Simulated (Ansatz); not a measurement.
Runs of Ansatz 0.2.0 on TiSi2. It takes space group P6/mmm (No. 191, hexagonal). The conventional cell has a = 4.375 Å, b = 4.375 Å, c = 2.561 Å, α = 90.00°, β = 90.00°, γ = 120.00°. Around Ti (site symmetry 6/mmm) lie 2 Ti at 2.56 Å and 12 Si at 2.83 Å. Si (site symmetry -6m2) has 5 Si at 2.53 to 2.56 Å and 6 Ti at 2.83 Å as nearest neighbours. The cell was built by a generator and needn't be a form met in nature.

| task | level | U | cell | k mesh | cutoff (eV) | atoms under strain | points for each segment of the path | hubbard projectors | double counting | gap on the mesh (eV) | pressure (GPa) | relaxed volume (Å³/atom) |
| --- | --- | --- | --- | --- | --- | --- | --- | --- | --- | --- | --- | --- |
| relaxation of cell and atoms | BLYP | - | relaxed | 7 × 7 × 10 | 420 | - | - | - | - | none | 0.0 | 14.99 |
| elastic constants | r2SCAN | - | as given | 6 × 6 × 9 | 500 | relaxed | - | - | - | none | (a) | - |
| band structure | PBEsol+U | Ti d U = 1 eV | as given | 7 × 7 × 10 | 420 | - | 14 | ortho-atomic (the default) | fll (the default) | none | -3.2 | - |
| relaxation of cell and atoms | LDA | - | relaxed | 7 × 7 × 10 | 420 | - | - | - | - | none | 0.0 | 13.43 |

Alike in all rows: potentials or basis Ansatz PAW; no spin polarisation; smearing fermi-dirac 0.05 eV.

Q: Estimate the missing entries.

A: (a) -2.4.

Caveats: the PAW data sets come from PBE, with cores solved anew for the run's functional, which leaves a small shift of forces and pressure; the plane-wave basis is chosen anew once the cell has moved, so the energies of steps on either side of that aren't comparable (some runs); the elastic tensor has a negative eigenvalue, so either the cell is unstable as it stands or the mesh is too thin (some runs); U without spin polarisation on a metal has little footing (some runs); the U is typed as a test and isn't derived for this compound (some runs).

A gap of «none» marks a metal or a gap under the smearing width.

Runs at the PBE level aren't shown here.
